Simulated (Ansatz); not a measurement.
# TiCo: single point with PBEsol

The system is TiCo.

```
Co Ti
1.0
     2.98611    0.00000    0.00000
     0.00000    2.98611    0.00000
     0.00000    0.00000    2.98611
Co Ti
1 1
Direct
  0.50000 0.50000 0.50000
  0.00000 0.00000 0.00000
```

The cell comes from a database or a generator and needn't be the stable form of this composition.

```
Program             : Ansatz 0.2.0
Task                : single point
Functional          : PBEsol
Potentials or basis : Ansatz PAW
Cutoff              : 420 eV (not typed: the program's choice for these potentials)
k mesh              : 9 × 9 × 9
Occupations         : fermi-dirac, width 0.05 eV
Spin                : no spin polarisation
```

| Property | Result |
| --- | --- |
| Pressure | -9.4 GPa |
| Band gap on the k mesh | none (metal or under the smearing width) |

Levels at points of the mesh, in eV from the Fermi level:
| k point | band 11 | band 12 | band 13 | band 14 | band 15 | band 16 | band 17 | band 18 |
| --- | --- | --- | --- | --- | --- | --- | --- | --- |
| (0.00, 0.00, 0.00) | -3.74 | -1.41 | -1.41 | -1.41 | 0.81 | 0.81 | 2.78 | 2.78 |

It took 1 s on 2 threads of Arm Neoverse V2, on a shared host, peak memory 0.29 GiB.

Caveat: the PAW data sets come from PBE, with cores solved anew for the run's functional, which leaves a small shift of forces and pressure. Spin polarisation is off, so any magnetic state and its effect on volume and gap are missing.
